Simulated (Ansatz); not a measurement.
# InSb: computed properties

All numbers below come from DFT PBEsol, scalar-relativistic, plane waves, PAW in Ansatz.

Cutoff 420 eV; k points 12×12×12 on the computed 2-atom cell (Γ-centred); Gaussian smearing, width 0.10 eV; no spin polarisation.

The structure is relaxed at this level of theory with its symmetry kept.

```cif
data_structure
_symmetry_space_group_name_H-M 'F-43m'
_symmetry_Int_Tables_number 216
_cell_length_a 6.5199
_cell_length_b 6.5199
_cell_length_c 6.5199
_cell_angle_alpha 90.000
_cell_angle_beta 90.000
_cell_angle_gamma 90.000
_cell_volume 277.15
loop_
_atom_site_label
_atom_site_type_symbol
_atom_site_symmetry_multiplicity
_atom_site_Wyckoff_symbol
_atom_site_fract_x
_atom_site_fract_y
_atom_site_fract_z
_atom_site_occupancy
In1 In 4 a 0.00000 0.00000 0.00000 1
Sb1 Sb 4 d 0.25000 0.25000 0.75000 1
```

| Item | Value |
| --- | --- |
| Space group | F-43m (No. 216) |
| Volume per atom | 233.8 bohr³ |
| Formation energy from the elements' standard states (uncorrected) | -0.079 eV/atom |
| Kohn–Sham band gap | zero, with almost no states at the Fermi level |
| Density of states at the Fermi level | 0.00 states/eV per cell (so small that it hangs on the mesh: a semimetal, or crossings between mesh points) |
| Löwdin character within 0.5 eV of the Fermi level | Sb 5p 74 %, In 5p 18 % |
| Bulk modulus | 43 GPa |
| Its pressure derivative | 4.8 |
| Bader charges (e) | In (1 in the cell) 0.42, Sb (1 in the cell) -0.42 |

Spin-orbit coupling is left out, which matters for the bands of heavy elements.